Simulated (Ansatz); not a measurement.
Runs of Ansatz 0.2.0 on Ga. The structure is monoclinic, space group C2/c (No. 15). Conventional cell: a = 2.766 Å, b = 8.053 Å, c = 3.332 Å, α = 90.00°, β = 92.02°, γ = 90.00°. Ga (site symmetry 2) has 8 Ga at 2.69 to 2.92 Å as nearest neighbours. This isn't the form of Ga at room conditions, which is orthorhombic.

| level | cutoff (eV) | gap on the mesh (eV) | pressure (GPa) | largest force (eV/Å) |
| --- | --- | --- | --- | --- |
| LDA | 256 | none | -3.9 | (a) |
| revPBE | 256 | none | 3.1 | 0.21 |
| BLYP | 256 | none | 7.2 | (c) |
| RPBE | 255 | none | 3.6 | 0.21 |
| PBEsol | 256 | none | -1.9 | (b) |

Alike in all rows: task single point; potentials or basis all-electron LAPW, scalar-relativistic; no spin polarisation; cell as given; k mesh 10 × 10 × 8; smearing fermi-dirac 0.05 eV; basis error allowed 0.001 eV/atom.

Task: Fill in the values left out.

Result: (a) 0.18; (b) 0.20; (c) 0.16.

A k mesh can miss the band edges, and the runs leave out spin-orbit coupling on Ga.

A gap of «none» marks a metal or a gap under the smearing width.

Runs at the PBE level aren't shown here.
